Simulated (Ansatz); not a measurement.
ZrC:

```
Zr C
1.0
     0.00000    2.36500    2.36500
     2.36500    0.00000    2.36500
     2.36500    2.36500    0.00000
Zr C
1 1
Cartesian
  2.3650 2.3650 2.3650
  0.0000 0.0000 0.0000
```

Base run:

| Item | Value |
| --- | --- |
| Program | Ansatz 0.2.0 |
| Functional | PBE |
| Potentials or basis | Ansatz PAW |
| Cutoff | 420 eV (not typed: the program's choice for these potentials) |
| k mesh | 7 × 7 × 7 |
| Occupations | fermi-dirac, width 0.05 eV |
| Spin | spin-orbit coupling, no magnetisation |

Its results: band gap on the k mesh none (metal or under the smearing width); pressure -3.0 GPa.

The run is repeated on the same cell with these changes: functional from PBE to LDA. What comes out?

Band gap on the k mesh none (metal or under the smearing width); pressure -12.5 GPa.

LDA binds more tightly than PBE, so the same cell stands under less pressure.

Caveats: the PAW data sets come from PBE, with cores solved anew for the run's functional, which leaves a small shift of forces and pressure (some runs).
